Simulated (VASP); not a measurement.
**VASP inputs for BeTe (CsCl)**

INCAR

```
NBANDS = 19
ISMEAR = -1
PREC = Accurate
LSORBIT = .TRUE.
MAGMOM = 0.0 0.0 0.0 0.0 0.0 0.0
NELM = 120
ISIF = 2
GGA = PE
IBRION = -1
LCHARG = .FALSE.
SIGMA = 0.02
NSW = 0
LREAL = .FALSE.
LWAVE = .FALSE.
EDIFF = 1E-7
LASPH = .TRUE.
GGA_COMPAT = .FALSE.
ENCUT = 520
```

KPOINTS

```
KPOINTS created by Atomic Simulation Environment
0
Gamma
8 8 8
0 0 0
```

KPOINTS_OPT

```
special points
7
Reciprocal
0.0000000000 0.0000000000 0.0000000000 1
0.0000000000 0.5000000000 0.0000000000 1
0.5000000000 0.5000000000 0.0000000000 1
0.5000000000 0.5000000000 0.5000000000 1
0.1500000000 0.5000000000 0.0000000000 1
0.5000000000 0.5000000000 0.3000000000 1
0.0000000000 0.2500000000 0.3750000000 1
```

POSCAR

```
Be Te
 1.0000000000000000
     3.3650594852277229    0.0000000000000000   -0.0000000000000000
    -0.0000000000000000    3.3650594852277229    0.0000000000000000
     0.0000000000000000    0.0000000000000000    3.3650594852277229
 Be  Te
   1   1
Cartesian
 -0.0000000000000000  0.0000000000000000  0.0000000000000000
  1.6825297426138615  1.6825297426138615  1.6825297426138615
```

VASP ran with the recommended PBE PAW datasets (8 valence electrons in the cell).

Q: What does this run give?

A: gap between bands v and c -2.80 eV (bands overlap: a metal); least direct gap 0.30 eV.

Band v is the last that the valence electrons fill when counted band by band, and c is the next. Levels in eV from the top of v:

```csv
point,v−2,v,c,c+2
Γ,-2.18,-2.18,-0.61,2.89
X,-0.74,0.00,1.67,2.49
M,-6.91,-3.59,0.88,3.85
R,-4.72,-4.72,-1.87,-1.87
```
